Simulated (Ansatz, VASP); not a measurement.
**Ba3HfO: VASP beside Ansatz**

```xyz
5
Lattice="6.1475 0.0000 0.0000 0.0000 6.1475 0.0000 0.0000 0.0000 4.0763" Properties=species:S:1:pos:R:3 pbc="T T T"
Ba    0.0000    3.0738    0.0000
Ba    3.0738    0.0000    0.0000
Ba    3.0738    3.0738    0.0000
Hf    0.0000    0.0000    0.0000
O     0.0000    0.0000    2.0381
```

Alike in both runs: task single point; functional PBE; k mesh 4 × 4 × 4; occupations gaussian, width 0.1 eV; no spin polarisation.

|  | VASP | Ansatz |
| --- | --- | --- |
| version | VASP 6.6.1 | Ansatz 0.2.0 |
| potentials or method | VASP PAW PBE potentials, release 64 (Ba_sv, Hf_pv, O) | scalar-relativistic, plane waves, PAW |
| plane-wave cutoff (eV) | 520 | 420 |
| valence electrons in the cell | 46 | 62 |

|  | VASP | Ansatz | Ansatz less VASP |
| --- | --- | --- | --- |
| gap on the k mesh at the Fermi level (eV) | none | none | - |
| pressure (GPa) | 7.8 | 6.7 | -1.08 |
| largest component of the traceless stress (GPa) | 12.22 | 10.86 | -1.354 |

A gap of «none» marks a metal or a gap that the smearing closes. The two sets of potentials don't hold the same shells in valence.

Caveats: the k mesh is coarse (spacing up to 0.39 Å⁻¹), so the values aren't converged. Spin-orbit coupling is left out, which matters for the levels of Ba, Hf.
